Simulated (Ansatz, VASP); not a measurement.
**Hf: VASP beside Ansatz**

```
Hf
1.0
     0.01682    2.24240    2.24240
     2.24240    0.01682    2.24240
     2.25922    2.25922    0.00000
Hf
1
Direct
  0.00000 0.00000 0.00000
```

Change from the starting cell: xy shear strain of +1.5 %, PAW files.

Alike in both runs: task electric field gradients; functional PBE; k mesh 13 × 13 × 13; occupations fermi-dirac, width 0.05 eV; no spin polarisation.

```csv
,VASP,Ansatz
version,VASP 6.6.1,Ansatz 0.2.0
potentials or method,"VASP PAW PBE potentials, release 64 (Hf_pv)","PAW with Ansatz's default frozen-core files, scalar-relativistic"
plane-wave cutoff (eV),520,420
valence electrons in the cell,10,26
```

|  | VASP | Ansatz | Ansatz less VASP |
| --- | --- | --- | --- |
| pressure (GPa) | -0.4 | 0.0 | +0.43 |
| largest component of the traceless stress (GPa) | 1.05 | 1.05 | +0.006 |
| Vzz of the field gradient on the site that differs most (V/Å²) | 12.8 | 13.0 | +0.19 |

The two sets of potentials don't hold the same shells in valence. Ansatz warned: «gradients_without_spin_orbit».

Spin-orbit coupling is left out, which matters for the levels of Hf.
